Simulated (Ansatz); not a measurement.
System: rutile RuO2. Method: BLYP in Ansatz (PAW).

The run printed, among other lines:

```
Crystal: 6 atoms, lattice volume = 62.785 Å³
Basis set: ecut = 520 eV, 1695 PW (Γ), exchange–correlation on 72×72×48 points (8 copies of the dense FFT grid, shifted against one another)
Bands: 34, of which v1, the nominal top of the filled ones, is band 28 counted from 1 (27 counted from 0)
Symmetry: 16 space group operations
Space group: P42/mnm (ITA 136), of the structure as read, at distance tolerance 4.0e-5 Å
k-points: 280 of 2592
Functional: x = b88, c = lyp
SCF iter   1: F=—  HF=-14059.272098 eV  |F-HF|=—  |Δ(HF+E_count)|=         —  Δρ=2.63e-2  dr2=2.51e-1
SCF iter   2: F=—  HF=-14059.232603 eV  |F-HF|=—  |Δ(HF+E_count)|=   3.95e-2  Δρ=1.47e-2  dr2=6.29e-2
  ...
SCF iter   7: F=—  HF=-14059.210706 eV  |F-HF|=—  |Δ(HF+E_count)|=   1.59e-8  Δρ=4.57e-6  dr2=5.15e-9
SCF iter   8: F=-14059.210706 eV  HF=-14059.210706 eV  |F-HF|=1.36e-10  |Δ(HF+E_count)|=  7.19e-10  Δρ=6.65e-7  dr2=1.03e-10
SCF 1 converged in 8 iterations: F = -14059.210706 eV  dr2 = 1.03e-10
SCF converged after 8 iterations
Free energy (F): -14059.210706 eV
Internal energy: -14059.182690 eV  (E = F + TS)
E sigma→0 (E₀):  -14059.196698 eV
Fermi energy:    13.335198 eV
--- Forces (eV/Å), atoms counted from 1 ---
  atom   1  Ru     0.00000000    -0.00000000    -0.00000000
  atom   2  Ru     0.00000000    -0.00000000    -0.00000000
  atom   3  O     -0.12138103    -0.12138103    -0.00000000
  atom   4  O     -0.12138103     0.12138103    -0.00000000
  atom   5  O      0.12138103    -0.12138103     0.00000000
  atom   6  O      0.12138103     0.12138103     0.00000000
--- Stress (GPa, compression-positive) ---
       12.654284       0.000000       0.000000
        0.000000      12.654284       0.000000
        0.000000       0.000000      15.957975
  P = ⅓ Tr σ = 13.7555 GPa (137.555 kbar)
```

**Question.** Write an input file that could have produced this run (the log leaves some choices open).

**Answer.** Several could match; the one computed here: 
Ansatz 0.2 input:
```yaml
crystal:
  lattice:
    - [4.4968, 0.0, 0.0]
    - [0.0, 4.4968, 0.0]
    - [0.0, 0.0, 3.1049]
  atoms:
    - { symbol: Ru, position: [0.0, 0.0, 0.0] }
    - { symbol: Ru, position: [0.5, 0.5, 0.5] }
    - { symbol: O, position: [0.3061245007, 0.3061245007, 0.0] }
    - { symbol: O, position: [0.8061245007, 0.1938754993, 0.5] }
    - { symbol: O, position: [0.1938754993, 0.8061245007, 0.5] }
    - { symbol: O, position: [0.6938754993, 0.6938754993, 0.0] }
basis:
  ecutwfc: 520
  ecutrho_ratio: 4
  xc_grid: 2
kpoints:
  mp_grid: { grid: [12, 12, 18] }
hamiltonian:
  xc: blyp
  dispersion: none
  pseudopotentials: { kind: paw }
scf:
  occupations: { method: fermi_dirac, width: 0.05 }
  convergence: { dr2_threshold: 0.0000000006 }
output:
  forces: true
  stress: true
  eigenvalues: true
```

The PAW data were made under PBE.

Note: cell and atoms aren't relaxed at this level (largest force component 0.12 eV/Å, pressure 13.8 GPa).

Ansatz is a quantum-chemistry and plane-wave program.
